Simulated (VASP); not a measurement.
**GaSb: single point with PBE**

**The experiment to reproduce.**

A printed reference work, data compilation reports, for a bulk crystal of GaSb at 4.2 K: band gap 0.811 eV (direct).

Crystal: GaSb.

```
CELL_PARAMETERS angstrom
0.00000 3.05900 3.05900
3.05900 0.00000 3.05900
3.05900 3.05900 0.00000
ATOMIC_POSITIONS crystal
Sb 0.75000 0.75000 0.75000
Ga 0.00000 0.00000 0.00000
```

```
Program             : VASP 6.6.1
Task                : single point
Functional          : PBE
Potentials or basis : VASP PAW PBE potentials, release 64 (Sb, Ga_d)
Cutoff              : 520 eV
k mesh              : 8 × 8 × 8
Occupations         : gaussian, width 0.022 eV
Spin                : no spin polarisation
```

```yaml
Pressure: 2.4 GPa
Band_gap_on_the_k_mesh: 0.04 eV, direct
```

Levels at points of the mesh, in eV from the valence-band top:
| k point | band 6 | band 7 | band 8 | band 9 | band 10 | band 11 | band 12 | band 13 |
| --- | --- | --- | --- | --- | --- | --- | --- | --- |
| (0.00, 0.00, 0.00) | -11.48 | 0.00 | 0.00 | 0.00 | 0.04 | 2.78 | 2.78 | 2.78 |
| (0.50, 0.00, 0.00) | -9.85 | -6.37 | -1.15 | -1.15 | 0.40 | 3.75 | 3.75 | 6.47 |
| (0.50, 0.50, 0.00) | -9.02 | -6.81 | -2.57 | -2.57 | 0.90 | 1.25 | 8.68 | 8.68 |

Wall time 11 s on 1 thread of Intel(R) Xeon(R) Platinum 8488C (Sapphire Rapids), on a shared host, peak memory 0.18 GiB.

Measured gap of GaSb: 0.811 eV (direct; 4.2 K; a printed reference work, data compilation). This calculation gives 0.04 eV (-0.78 eV). Spin-orbit coupling on Ga, Sb is left out. The value is that of PBE on a finite k mesh, which can miss the band edges, without temperature or zero-point motion. Semilocal functionals fall short of measured gaps as a rule.

Caveat: spin-orbit coupling is left out, which moves the levels of the heavy elements.
